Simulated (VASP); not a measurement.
Write the native input for VASP 6.6.1 that does the following.

- Task: relaxation of cell and atoms
- Functional: PBE
- Dispersion: D3(BJ)
- Potentials or basis: VASP PAW PBE potentials, release 64 (C)
- Cutoff: 600 eV
- k mesh: 12 × 12 × 4
- Occupations: gaussian, width 0.03 eV
- Spin: no spin polarisation
- Further INCAR settings: ALGO = Normal; EDIFF = 1e-06; IBRION = 2; EDIFFG = -0.01; NSW = 90; ISIF = 3

The structure of C lies in POSCAR:

```
C
1.0
    2.4672912616      0.0000000000      0.0000000000
   -1.2336456308      2.1367369111      0.0000000000
    0.0000000000      0.0000000000      7.8030730000
C
4
Direct
    0.0000000000      0.0000000000      0.2500000000
    0.0000000000      0.0000000000      0.7500000000
    0.3333333300      0.6666666700      0.2500000000
    0.6666666700      0.3333333300      0.7500000000
```

The input as run:

INCAR

```
SYSTEM = C
ALGO     = Normal         ! electronic algorithm
EDIFF    = 1E-6           ! SCF threshold, eV
EDIFFG   = -0.01          ! ionic threshold
ENCUT    = 600            ! plane-wave cutoff, eV
GGA      = PE             ! functional
IBRION   = 2              ! ionic algorithm
ISIF     = 3              ! what is computed and relaxed
ISMEAR   = 0              ! smearing method
IVDW     = 12             ! dispersion correction
KPAR     = 2            
LASPH    = .True.         ! aspherical terms in the spheres
LCHARG   = .False.        ! write CHGCAR
LREAL    = .False.        ! projectors in reciprocal space
LWAVE    = .False.        ! write WAVECAR
NELM     = 80             ! most SCF steps
NSW      = 90             ! ionic steps
PREC     = Accurate       ! precision mode
SIGMA    = 0.03           ! smearing width, eV
```

KPOINTS

```
k-points
0
Gamma
  12 12 4
  0 0 0
```

Potentials or basis: VASP PAW PBE potentials, release 64 (C).

Command:

```console
$ cat potpaw_PBE.64/C/POTCAR > POTCAR
$ mpirun -np 2 vasp_std > vasp.out
```

Results of the run:

| Item | Value |
| --- | --- |
| Relaxed volume | 8.80 Å³/atom |
| Relaxed cell | a = 2.465 Å, b = 2.465 Å, c = 6.691 Å, α = 90.00°, β = 90.00°, γ = 120.00° |
| Space group after relaxing (to 0.05 Å) | P6_3/mmc (No. 194) |
| Energy gained by relaxing | 15.3 meV/atom |
| Ionic steps | 12 |
| Pressure after relaxing | 0.1 GPa |
| Band gap on the k mesh | none (metal or under the smearing width) |
| Dispersion energy per atom | -0.157 eV |

Wall time 42 s on 2 MPI ranks on Intel(R) Xeon(R) 6975P-C (Granite Rapids), on a shared host, peak memory 0.18 GiB a rank.
